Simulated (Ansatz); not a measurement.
Here is an Ansatz 0.2.0 calculation.

input.yaml

```yaml
crystal:
  lattice:
    - [3.1059, 0.0, 0.0]
    - [-1.55295, 2.6897883016, 0.0]
    - [0.0, 0.0, 4.9464]
  atoms:
    - { symbol: Ta, position: [0.6666666667, 0.3333333333, 0.74799] }
    - { symbol: Ta, position: [0.3333333333, 0.6666666667, 0.25201] }
    - { symbol: C, position: [0.0, 0.0, 0.0] }
hamiltonian:
  xc: pbesol
  pseudopotentials: { kind: paw }
kpoints:
  mp_grid: { grid: [10, 10, 6] }
  band_path:
    path:
      - [[0.0, 0.0, 0.0], [0.5, 0.0, 0.0], [0.3333333333, 0.3333333333, 0.0], [0.0, 0.0, 0.0], [0.0, 0.0, 0.5], [0.5, 0.0, 0.5], [0.3333333333, 0.3333333333, 0.5], [0.0, 0.0, 0.5]]
      - [[0.5, 0.0, 0.5], [0.5, 0.0, 0.0]]
      - [[0.3333333333, 0.3333333333, 0.0], [0.3333333333, 0.3333333333, 0.5]]
    npoints: 14
scf:
  occupations: { method: fermi_dirac, width: 0.05 }
  n_extra_bands: 7
output:
  forces: true
  stress: true
  eigenvalues: true
  fatbands: true
  write_density: true
  write_potential: true
  elf: true
  volumetric_format: npy
```

Potentials or basis: Ansatz PAW.

The run is started by

```bash
$ ansatz run input.yaml --threads 2 --pin off --max-ram 5632MiB --backend cpu --events-out ev --progress --plain --runs-dir out
```

(1) What does it give for the pressure?

(2) What does it give for the band gap on the k mesh?

## Answers

(1) -3.1 GPa.

(2) none (metal or under the smearing width).

Caveat: spin-orbit coupling is left out, which moves the levels of the heavy elements; the PAW data sets come from PBE, with cores solved anew for the run's functional, which leaves a small shift of forces and pressure.
